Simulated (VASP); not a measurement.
# Rb (Fm-3m) in VASP: further runs

The runs below take Rb through single point, relaxation of cell and atoms, with PBE+D3(BJ).

Program: VASP 6.6.1. These are calculated values, not measurements. Logs are shortened: lines on timing, memory, paths and dates and some standing lists are left out, and cuts for length are marked.

### 1 The structure

Symmetry: Fm-3m, No. 225, cubic system. Conventional cell: a = 7.013 Å, b = 7.013 Å, c = 7.013 Å, α = 90.00°, β = 90.00°, γ = 90.00°.

This isn't the form of Rb at room conditions, which is bcc.

### 2 Single point, PBE+D3(BJ)

File INCAR:

```
SYSTEM = Rb
PREC = Accurate
ENCUT = 520
EDIFF = 1E-6
ISMEAR = 0
SIGMA = 0.1
LREAL = .FALSE.
LASPH = .TRUE.
NELM = 100
ALGO = Normal
ISIF = 2
LWAVE = .FALSE.
LCHARG = .FALSE.
GGA = PE
IVDW = 12
NBANDS = 10
```

File KPOINTS:

```
Automatic mesh
0
G
  10 10 10
  0 0 0
```

File POSCAR:

```
Rb
1.0
    0.0000000000      3.5065327232      3.5065327232
    3.5065327232      0.0000000000      3.5065327232
    3.5065327232      3.5065327232      0.0000000000
Rb
1
Direct
    0.0000000000      0.0000000000      0.0000000000
```

Potentials or basis: VASP PAW PBE potentials, release 64 (Rb_sv).

Run with:

```sh
$ cat potpaw_PBE.64/Rb_sv/POTCAR > POTCAR
$ mpirun -np 1 vasp_std > vasp.out
```

OUTCAR:

```text
SYSTEM = Rb
   PREC = Accurate
   ENCUT = 520
   EDIFF = 1E-6
   ISMEAR = 0
   LREAL = .FALSE.
   LASPH = .TRUE.
   NELM = 100
   ISIF = 2
   GGA = PE
   IVDW = 12
 IVDW          = 12

 ion  position               nearest neighbor table
   1  0.000  0.000  0.000-

  LATTYP: Found a face centered cubic cell.
 ALAT       =     7.0130654464

  Lattice vectors:

 A1 = (   0.0000000000,   3.5065327232,   3.5065327232)
 A2 = (   3.5065327232,   0.0000000000,   3.5065327232)
 A3 = (   3.5065327232,   3.5065327232,   0.0000000000)

Analysis of symmetry for initial positions (statically):
=====================================================================
 Subroutine PRICEL returns:
 Original cell was already a primitive cell.

 Routine SETGRP: Setting up the symmetry group for a
 face centered cubic supercell.

 Subroutine GETGRP returns: Found 48 space group operations
 (whereof 48 operations were pure point group operations)
 out of a pool of 48 trial point group operations.

The static configuration has the point symmetry O_h .

Analysis of symmetry for dynamics (positions and initial velocities):
=====================================================================
 Subroutine PRICEL returns:
 Original cell was already a primitive cell.

 Routine SETGRP: Setting up the symmetry group for a
 face centered cubic supercell.

 Subroutine GETGRP returns: Found 48 space group operations
 (whereof 48 operations were pure point group operations)
 out of a pool of 48 trial point group operations.

The dynamic configuration has the point symmetry O_h .

 Subroutine INISYM returns: Found 48 space group operations
 (whereof 48 operations are pure point group operations),
 and found     1 'primitive' translations

----------------------------------------------------------------------------------------

                                     Primitive cell

  volume of cell :      86.2311

  direct lattice vectors                    reciprocal lattice vectors
     0.000000000  3.506532723  3.506532723    -0.142590998  0.142590998  0.142590998
     3.506532723  0.000000000  3.506532723     0.142590998 -0.142590998  0.142590998
     3.506532723  3.506532723  0.000000000     0.142590998  0.142590998 -0.142590998

  length of vectors
     4.958986134  4.958986134  4.958986134     0.246974853  0.246974853  0.246974853

  position of ions in fractional coordinates (direct lattice)
     0.000000000  0.000000000  0.000000000

  ion indices of the primitive-cell ions
   primitive index   ion index
                 1           1

----------------------------------------------------------------------------------------

 KPOINTS: Automatic mesh

Automatic generation of k-mesh.
 Grid dimensions read from file:
 generate k-points for:   10   10   10

 Generating k-lattice:

  Cartesian coordinates                     Fractional coordinates (reciprocal lattice)
    -0.014259100  0.014259100  0.014259100     0.100000000  0.000000000  0.000000000
     0.014259100 -0.014259100  0.014259100     0.000000000  0.100000000  0.000000000
     0.014259100  0.014259100 -0.014259100     0.000000000  0.000000000  0.100000000

  Length of vectors
     0.024697485  0.024697485  0.024697485

  Shift w.r.t. Gamma in fractional coordinates (k-lattice)
     0.000000000  0.000000000  0.000000000

 Subroutine IBZKPT returns following result:
 ===========================================

 Found     47 irreducible k-points:

 Following reciprocal coordinates:
            Coordinates               Weight
  0.000000  0.000000  0.000000      1.000000
  0.100000  0.000000  0.000000      8.000000
  0.200000  0.000000  0.000000      8.000000
  0.300000  0.000000  0.000000      8.000000
  0.400000  0.000000  0.000000      8.000000
  0.500000  0.000000  0.000000      4.000000
[... 16 lines left out ...]
  0.300000  0.300000  0.000000      6.000000
  0.400000  0.300000  0.000000     24.000000
 [... further k-points ...]
   k-points           NKPTS =     47   k-points in BZ     NKDIM =     47   number of bands    NBANDS=     10
   number of dos      NEDOS =    301   number of ions     NIONS =      1
   total plane-waves  NPLWV =  64000
   dimension x,y,z NGX =    40 NGY =   40 NGZ =   40
   dimension x,y,z NGXF=    80 NGYF=   80 NGZF=   80
   ions per type =               1
   NGX,Y,Z   is equivalent  to a cutoff of  13.41, 13.41, 13.41 a.u.
   NGXF,Y,Z  is equivalent  to a cutoff of  26.82, 26.82, 26.82 a.u.
 SYSTEM =  Rb
   PREC   = accura    normal or accurate (medium, high low for compatibility)
   ISTART =      0    job   : 0-new  1-cont  2-samecut
   ICHARG =      2    charge: 1-file 2-atom 10-const
   ISPIN  =      1    spin polarized calculation?
   LNONCOLLINEAR =      F non collinear calculations
   LSORBIT =      F    spin-orbit coupling
   LASPH  =      T    aspherical Exc in radial PAW
   ENCUT  =  520.0 eV  38.22 Ry    6.18 a.u.   9.22  9.22  9.22*2*pi/ulx,y,z
   NELM   =    100;   NELMIN=  2; NELMDL= -5     # of ELM steps
   EDIFF  = 0.1E-05   stopping-criterion for ELM
   LREAL  =      F    real-space projection
   EDIFFG = 0.1E-04   stopping-criterion for IOM
   NSW    =      0    number of steps for IOM
   IBRION =     -1    ionic relax: 0-MD 1-quasi-New 2-CG
   NFREE  =      0    steps in history (QN), initial steepest desc. (CG)
   ISIF   =      2    stress and relaxation
   ISYM   =      2    0-nonsym 1-usesym 2-fastsym
   POTIM  = 0.5000    time-step for ionic-motion
   TEBEG  =    0.0;   TEEND  =   0.0 temperature during run
   PSTRESS=    0.0 pullay stress
   NELECT =       9.0000    total number of electrons
   NUPDOWN=      -1.0000    fix difference up-down
   EMIN   =  10.00;   EMAX   =-10.00  energy-range for DOS
   EFERMI =   0.00;   METHOD = LEGACY
   ISMEAR =     0;   SIGMA  =   0.10  broadening in eV -4-tet -1-fermi 0-gaus
   EFERMI_NEDOS =   21; number of points for ismear=-14 and -15
   IALGO  =     38    algorithm
   IMIX   =      4    mixing-type and parameters
     AMIX     =   0.40;   BMIX     =  1.00
     AMIX_MAG =   1.60;   BMIX_MAG =  1.00
  volume/ion in A,a.u.               =      86.23       581.92
  Fermi-wavevector in a.u.,A,eV,Ry     =   0.770787  1.456576  8.083395  0.594113
  Thomas-Fermi vector in A             =   1.872066
   LORBIT       =      0    0 simple, 1 ext, 2 COOP (PROOUT), +10 PAW based schemes
   GGA     = PE    functional components
   LHFCALC =     F    Hartree Fock is set to
   AEXX    =    0.0000 exact exchange contribution
   IVDW    =    12    specifies the selected vdW correction
   LEPSILON=     F    determine dielectric tensor
   LRPA    =     F    only Hartree local field effects (RPA)
 non-spin polarized calculation
 Gauss-broadening in eV      SIGMA  =   0.10
  energy-cutoff  :      520.00
  volume of cell :       86.23
 maximum number of plane-waves:      2346
 NGX is ok and might be reduce to    40
   NGX = 19   NGY = 19   NGZ = 19

 number of electron       9.0000000 magnetization

 Free energy of the ion-electron system (eV)
  ---------------------------------------------------
  ext. energy  EPLUGINS =         0.00000000
  ---------------------------------------------------
  free energy    TOTEN  =        -0.93608807 eV

  energy without entropy =       -0.93104456  energy(sigma->0) =       -0.93356632

 E-fermi :   0.1066     XC(G=0):  -5.5970

 val. band max:        0.1020148400   @ k =   0.5000   0.3000   0.1000
 cond. band min:       0.1952883796   @ k =   0.4000   0.4000   0.0000
 fundamental gap:      0.0932735396
 Fermi energy:         0.1066316008

 k-point     1 :       0.0000    0.0000    0.0000
  band No.  band energies     occupation
      1     -28.7354      2.00000
      2     -12.7731      2.00000
      3     -12.7731      2.00000
      4     -12.7731      2.00000
      5      -1.9091      2.00000
      6       3.7757      0.00000
      7       3.7757      0.00000
      8       3.7757      0.00000
      9       5.1637      0.00000
     10       5.1637      0.00000

 k-point     2 :       0.1000    0.0000    0.0000
  band No.  band energies     occupation
      1     -28.7350      2.00000
      2     -12.7843      2.00000
      3     -12.7746      2.00000
      4     -12.7746      2.00000
      5      -1.7919      2.00000
      6       3.4619      0.00000
      7       3.8259      0.00000
      8       3.8259      0.00000
      9       5.0305      0.00000
     10       5.0305      0.00000

 k-point     3 :       0.2000    0.0000    0.0000
  band No.  band energies     occupation
      1     -28.7337      2.00000
      2     -12.8132      2.00000
      3     -12.7785      2.00000
      4     -12.7785      2.00000
      5      -1.4517      2.00000
      6       2.8212      0.00000
      7       3.8800      0.00000
      8       3.8800      0.00000
      9       4.9116      0.00000
     10       4.9116      0.00000

 k-point     4 :       0.3000    0.0000    0.0000
  band No.  band energies     occupation
      1     -28.7322      2.00000
      2     -12.8484      2.00000
      3     -12.7833      2.00000
      4     -12.7833      2.00000
      5      -0.9224      2.00000
      6       2.1052      0.00000
      7       3.7703      0.00000
      8       3.7703      0.00000
      9       5.1737      0.00000
     10       5.1737      0.00000
[... 222 lines left out ...]
 k-point    22 :      -0.2000    0.2000    0.0000
  band No.  band energies     occupation
      1     -28.7317      2.00000
      2     -12.8428      2.00000
      3     -12.8047      2.00000
      4     -12.7828      2.00000
      5      -0.7424      2.00000
      6       2.3150      0.00000
      7       2.9005      0.00000
      8       4.1002      0.00000
      9       4.5079      0.00000
     10       5.7621      0.00000

 k-point    23 :       0.3000    0.3000    0.0000
  band No.  band energies     occupation
      1     -28.7311      2.00000
      2     -12.8448      2.00000
      3     -12.8002      2.00000
      4     -12.8002      2.00000
      5      -0.6139      2.00000
      6       2.3605      0.00000
      7       2.8186      0.00000
      8       4.2155      0.00000
      9       4.2155      0.00000
     10       5.7486      0.00000

 k-point    24 :       0.4000    0.3000    0.0000
  band No.  band energies     occupation
      1     -28.7302      2.00000
      2     -12.8599      2.00000
      3     -12.8084      2.00000
      4     -12.8049      2.00000
      5      -0.1476      1.99968
      6       2.1051      0.00000
      7       2.4225      0.00000
      8       4.2876      0.00000
      9       4.3883      0.00000
     10       6.0122      0.00000

 [... further k-points ...]

------------------------ aborting loop because EDIFF is reached ----------------------------------------

 Edisp (eV)   -0.10679

 E8    (eV) :    -0.0611

  FORCE on cell =-STRESS in cart. coord.  units (eV):
  Direction    XX          YY          ZZ          XY          YZ          ZX
  --------------------------------------------------------------------------------------
  -------------------------------------------------------------------------------------
  Total      -0.00424    -0.00424    -0.00424    -0.00000    -0.00000     0.00000
  in kB      -0.07880    -0.07880    -0.07880    -0.00000    -0.00000     0.00000
  external pressure =       -0.08 kB  Pullay stress =        0.00 kB

 VOLUME and BASIS-vectors are now :
 -----------------------------------------------------------------------------
  energy-cutoff  :      520.00
  volume of cell :       86.23
      direct lattice vectors                 reciprocal lattice vectors
     0.000000000  3.506532723  3.506532723    -0.142590998  0.142590998  0.142590998
     3.506532723  0.000000000  3.506532723     0.142590998 -0.142590998  0.142590998
     3.506532723  3.506532723  0.000000000     0.142590998  0.142590998 -0.142590998

 POSITION                                       TOTAL-FORCE (eV/Angst)
 -----------------------------------------------------------------------------------
      0.00000      0.00000      0.00000         0.000000     -0.000000     -0.000000
 -----------------------------------------------------------------------------------
    total drift:                               -0.000000     -0.000000     -0.000000

  FREE ENERGIE OF THE ION-ELECTRON SYSTEM (eV)
  ---------------------------------------------------
  free  energy   TOTEN  =        -1.0428731017 eV

  energy  without entropy=       -1.0378295917  energy(sigma->0) =       -1.04035135
```

It took 20 s on 1 thread of Intel Xeon 6975P-C (Granite Rapids), shared host; peak memory 0.25 GiB.

What came out:

| Item | Value |
| --- | --- |
| Free energy | -1.0429 eV |
| Pressure | 0.0 GPa |
| Band gap on the k mesh | none (metal or under the smearing width) |
| Dispersion energy per atom | -0.107 eV |

Levels at points of the mesh, in eV from the Fermi level:
| k point | band 1 | band 2 | band 3 | band 4 | band 5 | band 6 | band 7 | band 8 | band 9 | band 10 |
| --- | --- | --- | --- | --- | --- | --- | --- | --- | --- | --- |
| (0.00, 0.00, 0.00) | -28.84 | -12.88 | -12.88 | -12.88 | -2.02 | 3.67 | 3.67 | 3.67 | 5.06 | 5.06 |
| (0.50, 0.00, 0.00) | -28.84 | -12.99 | -12.90 | -12.90 | 0.16 | 0.72 | 3.45 | 3.45 | 5.81 | 5.87 |
| (0.50, 0.50, 0.00) | -28.84 | -12.99 | -12.92 | -12.92 | 0.63 | 1.51 | 1.83 | 4.69 | 4.69 | 5.19 |

Caveat: pairwise dispersion overbinds metals, which lowers pressure and volume.

### 3 Single point, PBE+D3(BJ)

File INCAR:

```
SYSTEM = Rb
ALGO     = Normal         ! electronic algorithm
EDIFF    = 1E-7           ! SCF threshold, eV
ENCUT    = 520            ! plane-wave cutoff, eV
GGA      = PE             ! functional
ISIF     = 2              ! what is computed and relaxed
ISMEAR   = 0              ! smearing method
IVDW     = 12             ! dispersion correction
LASPH    = .True.         ! aspherical terms in the spheres
LCHARG   = .False.        ! write CHGCAR
LREAL    = .False.        ! projectors in reciprocal space
LWAVE    = .False.        ! write WAVECAR
NBANDS   = 10             ! bands
NELM     = 100            ! most SCF steps
PREC     = Accurate       ! precision mode
SIGMA    = 0.1            ! smearing width, eV
```

File KPOINTS:

```
k-points
0
Gamma
  10 10 10
  0 0 0
```

POSCAR is that of step 2.

Potentials or basis: VASP PAW PBE potentials, release 64 (Rb_sv).

Run with:

```sh
$ cat potpaw_PBE.64/Rb_sv/POTCAR > POTCAR
$ mpirun -np 1 vasp_std > vasp.out
```

It took 26 s on 1 thread of Intel Xeon 6975P-C (Granite Rapids), shared host; peak memory 0.24 GiB.

It converged, with:

| Item | Value |
| --- | --- |
| Free energy | -1.0429 eV |
| Pressure | 0.0 GPa |
| Band gap on the k mesh | none (metal or under the smearing width) |
| Dispersion energy per atom | -0.107 eV |

Levels at points of the mesh, in eV from the Fermi level:
| k point | band 2 | band 3 | band 4 | band 5 | band 6 | band 7 | band 8 | band 9 |
| --- | --- | --- | --- | --- | --- | --- | --- | --- |
| (0.00, 0.00, 0.00) | -12.88 | -12.88 | -12.88 | -2.02 | 3.67 | 3.67 | 3.67 | 5.06 |
| (0.50, 0.00, 0.00) | -12.99 | -12.90 | -12.90 | 0.16 | 0.72 | 3.45 | 3.45 | 5.81 |
| (0.50, 0.50, 0.00) | -12.99 | -12.92 | -12.92 | 0.63 | 1.51 | 1.83 | 4.69 | 4.69 |

Caveat: pairwise dispersion overbinds metals, which lowers pressure and volume.

[end of part 1 of 3]
